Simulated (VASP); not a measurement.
# Sb (I4/mmm) in VASP: further runs

Runs on Sb. Level: r2SCAN. Tasks: single point.

Everything below comes from runs of VASP 6.6.1. Logs are shortened: lines on timing, memory, paths and dates and some standing lists are left out, and cuts for length are marked.

### 1 The structure

Symmetry: I4/mmm, No. 139, tetragonal system. Conventional cell: a = 3.153 Å, b = 3.153 Å, c = 5.424 Å, α = 90.00°, β = 90.00°, γ = 90.00°. Around Sb (site symmetry 4/mmm) lie 12 Sb at 3.15 to 3.51 Å.

This isn't the form of Sb at room conditions, which is rhombohedral.

### 2 Single point, r2SCAN

The input, INCAR:

```
ADDGRID = False
ALGO = Normal
EDIFF = 1E-6
ENCUT = 400
ISIF = 2
ISMEAR = 0
LASPH = True
LCHARG = False
LMIXTAU = True
LREAL = False
LWAVE = False
METAGGA = R2SCAN
NBANDS = 8
NELM = 100
PREC = Accurate
SIGMA = 0.01
```

The input, KPOINTS:

```
k-points
0
Gamma
  5 5 5
```

The input, POSCAR:

```
Sb
1.0
   -1.5765401831      1.5765401831      2.7119384313
    1.5765401831     -1.5765401831      2.7119384313
    1.5765401831      1.5765401831     -2.7119384313
Sb
1
Direct
    0.0000000000      0.0000000000      0.0000000000
```

Potentials or basis: VASP PAW PBE potentials, release 64 (Sb).

Run with:

```
$ cat potpaw_PBE.64/Sb/POTCAR > POTCAR
$ mpirun -np 1 vasp_std > vasp.out
```

OUTCAR:

```text
EDIFF = 1E-6
   ENCUT = 400
   ISIF = 2
   ISMEAR = 0
   LASPH = True
   LREAL = False
   METAGGA = R2SCAN
   NELM = 100
   PREC = Accurate

 Found     18 irreducible k-points:

 Following reciprocal coordinates:
            Coordinates               Weight
  0.000000  0.000000  0.000000      1.000000
  0.200000 -0.000000  0.000000      8.000000
  0.400000  0.000000 -0.000000      8.000000
  0.200000  0.200000  0.000000      8.000000
  0.400000  0.200000  0.000000     16.000000
 -0.400000  0.200000 -0.000000     16.000000
   k-points           NKPTS =     18   k-points in BZ     NKDIM =     18   number of bands    NBANDS=      8
   number of dos      NEDOS =    301   number of ions     NIONS =      1
   total plane-waves  NPLWV =  13824
   dimension x,y,z NGX =    24 NGY =   24 NGZ =   24
   dimension x,y,z NGXF=    48 NGYF=   48 NGZF=   48
   ions per type =               1
   NGX,Y,Z   is equivalent  to a cutoff of  11.36, 11.36, 11.36 a.u.
   NGXF,Y,Z  is equivalent  to a cutoff of  22.73, 22.73, 22.73 a.u.
 SYSTEM =  unknown system
   PREC   = accura    normal or accurate (medium, high low for compatibility)
   ISTART =      0    job   : 0-new  1-cont  2-samecut
   ICHARG =      2    charge: 1-file 2-atom 10-const
   ISPIN  =      1    spin polarized calculation?
   LNONCOLLINEAR =      F non collinear calculations
   LSORBIT =      F    spin-orbit coupling
   LASPH  =      T    aspherical Exc in radial PAW
   ENCUT  =  400.0 eV  29.40 Ry    5.42 a.u.   5.73  5.73  5.73*2*pi/ulx,y,z
   NELM   =    100;   NELMIN=  2; NELMDL= -5     # of ELM steps
   EDIFF  = 0.1E-05   stopping-criterion for ELM
   LREAL  =      F    real-space projection
   EDIFFG = 0.1E-04   stopping-criterion for IOM
   NSW    =      0    number of steps for IOM
   IBRION =     -1    ionic relax: 0-MD 1-quasi-New 2-CG
   NFREE  =      0    steps in history (QN), initial steepest desc. (CG)
   ISIF   =      2    stress and relaxation
   ISYM   =      2    0-nonsym 1-usesym 2-fastsym
   POTIM  = 0.5000    time-step for ionic-motion
   TEBEG  =    0.0;   TEEND  =   0.0 temperature during run
   PSTRESS=    0.0 pullay stress
   NELECT =       5.0000    total number of electrons
   NUPDOWN=      -1.0000    fix difference up-down
   EMIN   =  10.00;   EMAX   =-10.00  energy-range for DOS
   EFERMI =   0.00;   METHOD = LEGACY
   ISMEAR =     0;   SIGMA  =   0.01  broadening in eV -4-tet -1-fermi 0-gaus
   EFERMI_NEDOS =   21; number of points for ismear=-14 and -15
   IALGO  =     38    algorithm
   IMIX   =      4    mixing-type and parameters
     AMIX     =   0.40;   BMIX     =  1.00
     AMIX_MAG =   1.60;   BMIX_MAG =  1.00
  volume/ion in A,a.u.               =      26.96       181.95
  Fermi-wavevector in a.u.,A,eV,Ry     =   0.933573  1.764197 11.858269  0.871558
  Thomas-Fermi vector in A             =   2.060288
   LORBIT       =      0    0 simple, 1 ext, 2 COOP (PROOUT), +10 PAW based schemes
   METAGGA = R2SCAN    functional components
   LHFCALC =     F    Hartree Fock is set to
   AEXX    =    0.0000 exact exchange contribution
   IVDW    =     0    specifies the selected vdW correction
   LEPSILON=     F    determine dielectric tensor
   LRPA    =     F    only Hartree local field effects (RPA)
 non-spin polarized calculation
 Gauss-broadening in eV      SIGMA  =   0.01
  energy-cutoff  :      400.00
  volume of cell :       26.96
 maximum number of plane-waves:       501
   NGX = 11   NGY = 11   NGZ = 11

 number of electron       5.0000001 magnetization

 Free energy of the ion-electron system (eV)
  ---------------------------------------------------
  ext. energy  EPLUGINS =         0.00000000
  ---------------------------------------------------
  free energy    TOTEN  =       -25.17555121 eV

  energy without entropy =      -25.17521978  energy(sigma->0) =      -25.17538549

 E-fermi :   8.6578     XC(G=0): -10.7920

 val. band max:        8.6406739269   @ k =   0.4000   0.4000  -0.0000
 cond. band min:       8.6669483227   @ k =   0.4000   0.2000   0.0000
 fundamental gap:      0.0262743958
 Fermi energy:         8.6577898188

 k-point     1 :       0.0000    0.0000    0.0000
  band No.  band energies     occupation
      1      -5.1397      2.00000
      2      13.3297      0.00000
      3      14.1818      0.00000
      4      14.1818      0.00000
      5      18.1464      0.00000
      6      19.6702      0.00000
      7      19.7323      0.00000
      8      19.7323      0.00000

 k-point     2 :       0.2000   -0.0000    0.0000
  band No.  band energies     occupation
      1      -4.2946      2.00000
      2       9.2327      0.00000
      3      12.0271      0.00000
      4      14.0633      0.00000
      5      16.6325      0.00000
      6      18.4867      0.00000
      7      20.9067      0.00000
      8      21.1224      0.00000

 k-point     3 :       0.4000    0.0000   -0.0000
  band No.  band energies     occupation
      1      -1.9503      2.00000
      2       3.6437      2.00000
      3      10.4921      0.00000
      4      14.0930      0.00000
      5      15.1912      0.00000
      6      18.7829      0.00000
      7      20.0430      0.00000
      8      20.5809      0.00000

 k-point     4 :       0.2000    0.2000    0.0000
  band No.  band energies     occupation
      1      -3.0572      2.00000
      2       7.9950      2.00000
      3       8.7269      0.00000
      4      11.2795      0.00000
      5      17.3788      0.00000
      6      18.6533      0.00000
      7      19.7100      0.00000
      8      21.5542      0.00000

 k-point     5 :       0.4000    0.2000    0.0000
  band No.  band energies     occupation
      1      -0.6258      2.00000
      2       3.5178      2.00000
      3       8.6669      0.19525
      4      10.2005      0.00000
      5      15.4693      0.00000
      6      17.8640      0.00000
      7      22.3910      0.00000
      8      22.4509      0.00000

 k-point     6 :      -0.4000    0.2000   -0.0000
  band No.  band energies     occupation
      1      -1.8394      2.00000
      2       5.4309      2.00000
      3       9.7182      0.00000
      4      10.7156      0.00000
      5      15.1593      0.00000
      6      17.3571      0.00000
      7      18.8461      0.00000
      8      23.6922      0.00000

 [... further k-points ...]

------------------------ aborting loop because EDIFF is reached ----------------------------------------

  FORCE on cell =-STRESS in cart. coord.  units (eV):
  Direction    XX          YY          ZZ          XY          YZ          ZX
  --------------------------------------------------------------------------------------
  -------------------------------------------------------------------------------------
  Total       -0.0595308     -0.0595308      0.4018191      0.0000000      0.0000000      0.0000000
  in kB       -3.5375470     -3.5375470     23.8776342      0.0000000      0.0000000      0.0000000
  external PRESSURE =       5.6008468 kB  Pullay stress =       0.0000000 kB

 VOLUME and BASIS-vectors are now :
 -----------------------------------------------------------------------------
  energy-cutoff  :      400.00
  volume of cell :       26.96
      direct lattice vectors                 reciprocal lattice vectors
    -1.576540183  1.576540183  2.711938431     0.000000000  0.317150178  0.184369967
     1.576540183 -1.576540183  2.711938431     0.317150178  0.000000000  0.184369967
     1.576540183  1.576540183 -2.711938431     0.317150178  0.317150178  0.000000000

 POSITION                                       TOTAL-FORCE (eV/Angst)
 -----------------------------------------------------------------------------------
      0.00000      0.00000      0.00000        -0.000000     -0.000000      0.000000
 -----------------------------------------------------------------------------------
    total drift:                                0.000000     -0.000000      0.000000

  FREE ENERGIE OF THE ION-ELECTRON SYSTEM (eV)
  ---------------------------------------------------
  free  energy   TOTEN  =       -25.1755512119 eV

  energy  without entropy=      -25.1752197771  energy(sigma->0) =      -25.17538549
```

It took 13 s on 1 thread of Intel Xeon Platinum 8375C at 2.90GHz (Ice Lake), shared host; peak memory 0.14 GiB.

These settings aren't checked as converged: the numbers below hold their error.

Results:

```
Free energy            : -25.1756 eV
Pressure               : 0.6 GPa
Band gap on the k mesh : none (metal or under the smearing width)
```

Caveat: the k mesh is coarse (spacing up to 0.56 Å⁻¹), so the values aren't converged; the PAW data sets were made with another functional, which shifts forces and pressure a little.

### 3 Single point, r2SCAN

INCAR is that of step 2.

KPOINTS is that of step 2.

The input, POSCAR:

```
Sb
1.0
   -1.5638750000      1.6131910000      2.7402030000
    1.6104090000     -1.5604430000      2.7365900000
    1.5281950000      1.5247630000     -2.7095380000
Sb
1
Direct
    0.0004760000      0.0218010000      0.0165680000
```

Potentials or basis: VASP PAW PBE potentials, release 64 (Sb).

Run with:

```
$ cat potpaw_PBE.64/Sb/POTCAR > POTCAR
$ mpirun -np 1 vasp_std > vasp.out
```

OUTCAR:

```text
EDIFF = 1E-6
   ENCUT = 400
   ISIF = 2
   ISMEAR = 0
   LASPH = True
   LREAL = False
   METAGGA = R2SCAN
   NELM = 100
   PREC = Accurate

 Found     63 irreducible k-points:

 Following reciprocal coordinates:
            Coordinates               Weight
  0.000000  0.000000  0.000000      1.000000
  0.200000  0.000000 -0.000000      2.000000
  0.400000  0.000000 -0.000000      2.000000
  0.000000  0.200000  0.000000      2.000000
  0.200000  0.200000 -0.000000      2.000000
  0.400000  0.200000 -0.000000      2.000000
[... 141 lines left out ...]

------------------------ aborting loop because EDIFF is reached ----------------------------------------

  FORCE on cell =-STRESS in cart. coord.  units (eV):
  Direction    XX          YY          ZZ          XY          YZ          ZX
  --------------------------------------------------------------------------------------
  -------------------------------------------------------------------------------------
  Total        0.1419710      0.1499573      0.1232105     -0.2264526      0.2997739      0.3157002
  in kB        8.4364616      8.9110413      7.3216415    -13.4566859     17.8137188     18.7601248
  external PRESSURE =       8.2230481 kB  Pullay stress =       0.0000000 kB

 VOLUME and BASIS-vectors are now :
 -----------------------------------------------------------------------------
  energy-cutoff  :      400.00
  volume of cell :       26.96
      direct lattice vectors                 reciprocal lattice vectors
    -1.563875000  1.613191000  2.740203000     0.002055809  0.316948054  0.179518554
     1.610409000 -1.560443000  2.736590000     0.317083613  0.001847581  0.179876686
     1.528195000  1.524763000 -2.709538000     0.322328449  0.322401118 -0.005843793

 POSITION                                       TOTAL-FORCE (eV/Angst)
 -----------------------------------------------------------------------------------
      0.05968     -0.00799      0.01607         0.000000      0.000000      0.000000
 -----------------------------------------------------------------------------------
    total drift:                               -0.000000     -0.000000      0.000001

  FREE ENERGIE OF THE ION-ELECTRON SYSTEM (eV)
  ---------------------------------------------------
  free  energy   TOTEN  =       -25.1978458855 eV

  energy  without entropy=      -25.1977739808  energy(sigma->0) =      -25.19780993
```

OSZICAR:

```text
N       E                     dE             d eps       ncg     rms          rms(c)
DAV:   1    -0.188084950091E+02   -0.18808E+02   -0.14894E+03  1040   0.333E+02
DAV:   2    -0.257522790893E+02   -0.69438E+01   -0.68158E+01  1432   0.475E+01
DAV:   3    -0.258194211171E+02   -0.67142E-01   -0.67142E-01  1240   0.539E+00
DAV:   4    -0.258196144121E+02   -0.19330E-03   -0.19330E-03  1520   0.326E-01
DAV:   5    -0.258196149134E+02   -0.50131E-06   -0.50137E-06  1304   0.107E-02    0.152E+00
DAV:   6    -0.250831931270E+02    0.73642E+00   -0.12436E-01  1064   0.251E+00    0.988E-01
DAV:   7    -0.252371266224E+02   -0.15393E+00   -0.10907E-01  1008   0.224E+00    0.155E-01
DAV:   8    -0.251974777785E+02    0.39649E-01   -0.59075E-02  1056   0.172E+00    0.676E-02
DAV:   9    -0.251972908414E+02    0.18694E-03   -0.32759E-04  1416   0.139E-01    0.760E-02
DAV:  10    -0.251965895339E+02    0.70131E-03   -0.59047E-04  1048   0.177E-01    0.480E-02
DAV:  11    -0.251975373657E+02   -0.94783E-03   -0.10072E-03  1120   0.262E-01    0.550E-02
DAV:  12    -0.251977127078E+02   -0.17534E-03   -0.64556E-05  1040   0.717E-02    0.457E-02
DAV:  13    -0.251974228558E+02    0.28985E-03   -0.12487E-04  1024   0.908E-02    0.723E-02
DAV:  14    -0.251978435799E+02   -0.42072E-03   -0.53264E-04  1040   0.189E-01    0.992E-03
DAV:  15    -0.251978458563E+02   -0.22763E-05   -0.51582E-06  1488   0.175E-02    0.874E-03
DAV:  16    -0.251978458855E+02   -0.29189E-07   -0.30862E-08   592   0.155E-03
   1 F= -.25197846E+02 E0= -.25197810E+02  d E =-.719047E-04
```

stdout:

```text
POSCAR found type information on POSCAR Sb
 POSCAR found :  1 types and       1 ions
 scaLAPACK will be used
 -----------------------------------------------------------------------------
|                                                                             |
|                                                                             |
|     You enforced a specific xc type in the INCAR file but a different       |
|     I HOPE YOU KNOW WHAT YOU ARE DOING!                                     |
|                                                                             |
 -----------------------------------------------------------------------------

 LDA part: xc-table for (None), standard interpolation
 POSCAR, INCAR and KPOINTS ok, starting setup
 FFT: planning ... GRIDC
 FFT: planning ... GRID_SOFT
 FFT: planning ... GRID
 WAVECAR not read
 entering main loop
```

Run time: 24 s. Hardware: 1 thread of Intel Xeon Platinum 8375C at 2.90GHz (Ice Lake), shared host; peak memory 0.14 GiB.

The run converged, but some of its settings lie outside the range that counts as converged, so its numbers aren't taken as properties of the crystal.

Results:

| Quantity | Value |
| --- | --- |
| Free energy | -25.1978 eV |
| Pressure | 0.8 GPa |
| Band gap on the k mesh | none (metal or under the smearing width) |

Caveat: the k mesh is coarse (spacing up to 0.57 Å⁻¹), so the values aren't converged; the PAW data sets were made with another functional, which shifts forces and pressure a little.

[end of part 1 of 2]
